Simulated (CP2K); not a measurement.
The system is CdSe (Cadmoselite).

```
CELL_PARAMETERS angstrom
4.30000 0.00000 0.00000
-2.15000 3.72391 0.00000
0.00000 0.00000 7.02000
ATOMIC_POSITIONS crystal
Cd 0.66667 0.33333 0.50000
Cd 0.33333 0.66667 0.00000
Se 0.66667 0.33333 0.88500
Se 0.33333 0.66667 0.38500
```

Base run:

```yaml
Program: CP2K 2026.2
Functional: rev-vdW-DF2
Potentials_or_basis: POTENTIAL_UZH Cd GTH-PBE-q12, Se GTH-PBE-q6; TZVP-MOLOPT-PBE-GTH basis
Density_cutoff: 9184 eV
k_mesh: 7 × 7 × 4
Occupations: fermi-dirac, width 0.05 eV
Spin: no spin polarisation
```

Its results: band gap on the k mesh 0.58 eV, direct; pressure 3.0 GPa; largest force 0.317 eV/Å.

Problem. The run is repeated on the same cell with these changes: functional from rev-vdW-DF2 to PBEsol. What comes out?

Solution. Band gap on the k mesh 0.54 eV, direct; pressure 1.3 GPa; largest force 0.303 eV/Å.

Caveats: the potentials were made for another functional, which shifts forces and pressure; the basis of atomic orbitals isn't converged, which shifts pressures, moduli and gaps.

